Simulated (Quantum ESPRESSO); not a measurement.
## CdSe in Quantum ESPRESSO: the effect of functional

CdSe:

```
CELL_PARAMETERS angstrom
0.00000 3.07027 3.07027
3.07027 0.00000 3.07027
3.07027 3.07027 0.00000
ATOMIC_POSITIONS crystal
Cd 0.00000 0.00000 0.00000
Se 0.25000 0.25000 0.25000
```

Measurements of this composition are mostly on another form, of space group No. 186.

Alike in all runs:

* Program: Quantum ESPRESSO 7.5
* Task: phonons
* Cutoff: 612 eV
* Density cutoff: 4898 eV
* k mesh: 4 × 4 × 4, shifted
* Occupations: fermi-dirac, width 0.05 eV
* Spin: no spin polarisation

Each run relaxes the cell or the atoms first.

```tsv
functional	potentials or basis	relaxed volume (Å³/atom)	dielectric constant (mean)	highest phonon frequency (cm⁻¹)
LDA	GBRV 1.5 LDA	27.19	8.38	176
AM05	GBRV 1.5 PBE	28.57	7.87	162
RPBE	GBRV 1.5 PBE	31.12	7.56	144
revPBE	GBRV 1.5 PBE	?	?	?
vdW-DF-cx	GBRV 1.5 PBE	28.53	8.07	165
```

Q: What does the run with functional revPBE give?

A: Relaxed volume 30.77 Å³/atom; dielectric constant 7.64 mean; highest phonon frequency 147 cm⁻¹.

Caveats: the potentials were made for another functional, which shifts forces and pressure (some runs).

Runs at the PBE level aren't shown here.
